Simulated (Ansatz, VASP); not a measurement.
## One calculation of AlRu, two programs

The input INCAR:

```
SYSTEM = AlRu
ALGO = Normal
EDIFF = 1E-6
EDIFFG = -0.05
ENCUT = 600
GGA = PE
IBRION = 2
ISIF = 3
ISMEAR = -1
IVDW = 13
LASPH = .TRUE.
LCHARG = .FALSE.
LREAL = .FALSE.
LWAVE = .FALSE.
NELM = 60
NSW = 80
PREC = Accurate
SIGMA = 0.1
```

Contents of KPOINTS:

```
k-points
0
G
  10 10 10
  0 0 0
```

POSCAR

```
AlRu
1.0
    2.9916000000      0.0000000000      0.0000000000
    0.0000000000      2.9916000000      0.0000000000
    0.0000000000      0.0000000000      2.9916000000
Al Ru
1 1
Direct
    0.0000000000      0.0000000000      0.0000000000
    0.5000000000      0.5000000000      0.5000000000
```

Input for Ansatz:

```yaml
crystal:
  lattice:
    - [2.9916, 0.0, 0.0]
    - [0.0, 2.9916, 0.0]
    - [0.0, 0.0, 2.9916]
  atoms:
    - { symbol: Al, position: [0.0, 0.0, 0.0] }
    - { symbol: Ru, position: [0.5, 0.5, 0.5] }
basis:
  ecutwfc: 450.0
kpoints:
  mp_grid:
    grid: [10, 10, 10]
hamiltonian:
  xc: pbe
  dispersion: d4
scf:
  occupations:
    method: fermi_dirac
relax:
  f_tol: 0.05
  cell: {}
```

Alike in both runs: task relaxation of cell and atoms; functional PBE; dispersion D4; k mesh 10 × 10 × 10; no spin polarisation.

|  | VASP | Ansatz |
| --- | --- | --- |
| version | VASP 6.6.1 | Ansatz 0.2.0 |
| potentials or method | VASP PAW PBE potentials, release 64 (Al, Ru_pv) | plane waves, PAW |
| plane-wave cutoff (eV) | 600 | 450 |
| occupations | fermi-dirac, width 0.1 eV | fermi-dirac |
| valence electrons in the cell | 17 | 19 |

```csv
,VASP,Ansatz,Ansatz less VASP
relaxed volume (Å³/atom),13.21,13.22,+0.004
relaxed cell length with the largest relative difference (Å),2.979,2.979,+0.0003
energy change over the relaxation (meV/atom),-2,-1,+0.1
```

The two sets of potentials don't hold the same shells in valence.

Caveats: pairwise dispersion overbinds metals, which lowers pressure and volume.
